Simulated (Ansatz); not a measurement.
# As under changes of volume

One of the cells (21.530 Å³/atom); the others are scaled copies at fixed shape and fractional positions:

```xyz
2
Lattice="1.8808 1.0859 3.5141 -1.8808 1.0859 3.5141 0.0000 -2.1718 3.5141" Properties=species:S:1:pos:R:3 pbc="T T T"
As    0.0000    0.0000    2.3825
As    0.0000    0.0000    8.1597
```

* Program: Ansatz 0.2.0
* Functional: r2SCAN
* Potentials or basis: Ansatz PAW
* Cutoff: 500 eV (not typed: the program's choice for these potentials)
* k mesh: 9 × 9 × 9
* Occupations: fermi-dirac, width 0.05 eV
* Spin: no spin polarisation

| volume (Å³/atom) | energy over the lowest point (meV/atom) | pressure (GPa) | largest force (eV/Å) |
| --- | --- | --- | --- |
| 20.239 | 40.00 | 7.6 | 0.592 |
| 20.669 | ? | ? | ? |
| 21.100 | 10.32 | 3.6 | 0.287 |
| 21.530 | 2.97 | 1.9 | 0.150 |
| 21.961 | 0.00 | 0.3 | 0.021 |
| 22.392 | 1.01 | -1.1 | 0.100 |
| 22.822 | 5.63 | -2.3 | 0.214 |

Q: What does the run at 20.669 Å³/atom give?

A: Energy over the lowest point 22.50 meV/atom; pressure 5.5 GPa; largest force 0.434 eV/Å.

Worked out: A Birch-Murnaghan fit of order 3 (a polynomial in V^(-2/3)) to the other rows has its minimum at 22.06 Å³/atom with B0 = V·E''(V) = 74 GPa and B' = 3.9 at fixed shape and positions, which overstates the stiffness. It gives 22.51 meV/atom at 20.669 Å³/atom, against the run's 22.50, and -dE/dV = 5.5 GPa, against 5.5.

Energies are extrapolated to zero smearing.

Caveats: the PAW data sets come from PBE, with cores solved anew for the run's functional, which leaves a small shift of forces and pressure.
